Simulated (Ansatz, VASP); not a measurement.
**PtSe: VASP beside Ansatz**

The input INCAR:

```
SYSTEM = PtSe
PREC = Accurate ; ENCUT = 520
EDIFF = 1E-6 ; ISMEAR = 0
SIGMA = 0.05 ; LREAL = .False.
LASPH = .True. ; NELM = 150
ALGO = Fast ; ISIF = 2
LWAVE = .False. ; LCHARG = .False.
ISPIN = 2 ; MAGMOM = 2 2 0 0
LORBIT = 11 ; LMAXMIX = 4
LDAU = .True. ; LDAUTYPE = 2
LDAUL = 2 -1 ; LDAUU = 7 0
LDAUJ = 0 0 ; LDAUPRINT = 1
GGA = PS ; NBANDS = 28
```

KPOINTS

```
regular mesh
0
Gamma
  6 6 3
  0 0 0
```

File POSCAR:

```
PtSe
1.0
    3.7018703300      0.0000000000      0.0000000000
   -1.8509351600      3.2059137500      0.0000000000
    0.0000000000      0.0000000000      7.2256840600
Pt Se
2 2
Direct
    0.0000000000      0.0000000000      0.0000000000
    0.0000000000      0.0000000000      0.5000000000
    0.6666666667      0.3333333333      0.2500000000
    0.6666666667      0.3333333333      0.7500000000
```

Input for Ansatz:

```yaml
crystal:
  lattice:
    - [3.70187033, 0.0, 0.0]
    - [-1.85093516, 3.20591375, 0.0]
    - [0.0, 0.0, 7.22568406]
  atoms:
    - { symbol: Pt, position: [0.0, 0.0, 0.0], spin: 2.0 }
    - { symbol: Se, position: [0.6666666667, 0.3333333333, 0.25] }
    - { symbol: Pt, position: [0.0, 0.0, 0.5], spin: 2.0 }
    - { symbol: Se, position: [0.6666666667, 0.3333333333, 0.75] }
basis:
  ecutwfc: 420
  ecutrho_ratio: 4
kpoints:
  mp_grid: { grid: [6, 6, 3] }
hamiltonian:
  xc: pbesol
  hubbard:
    sites: [{ site: 0, l: d, u_eff: 7.0 }, { site: 2, l: d, u_eff: 7.0 }]
scf:
  occupations: { method: gaussian, width: 0.05 }
  lower_state_search: "off"
  max_iter: 150
output:
  forces: true
  stress: true
  eigenvalues: true
  populations: true
  hubbard: { sites: [{ site: 0, l: d }, { site: 2, l: d }] }
magnetization:
  spin_polarized: true
```

Alike in both runs: task single point; functional PBEsol; k mesh 6 × 6 × 3; occupations gaussian, width 0.05 eV; collinear spin; Hubbard terms Pt d U = 7.0 eV.

|  | VASP | Ansatz |
| --- | --- | --- |
| version | VASP 6.6.1 | Ansatz 0.2.0 |
| potentials or method | VASP PAW PBE potentials, release 64 (Pt, Se) | scalar-relativistic, plane waves, PAW |
| plane-wave cutoff (eV) | 520 | 420 |
| valence electrons in the cell | 32 | 68 |

VASP gave:

* gap on the k mesh at the Fermi level (eV): none
* pressure (GPa): -19.6
* largest component of the traceless stress (GPa): 4.38
* net moment per atom (μB): 0.00

Problem. Estimate Ansatz's values.

Solution. gap on the k mesh at the Fermi level (eV): none; pressure (GPa): -14.9; largest component of the traceless stress (GPa): 3.30; net moment per atom (μB): 0.00.

The programs project onto different local orbitals, so the same U acts differently. A gap of «none» marks a metal or a gap that the smearing closes. The two sets of potentials don't hold the same shells in valence. Ansatz warned: «filled_band_counts_differ_across_k_points».

Caveats: the PAW data sets were made with another functional, which shifts forces and pressure a little (VASP). The state reached can hang on the start; a lower one may exist. Spin-orbit coupling is left out, which matters for the levels of Pt.
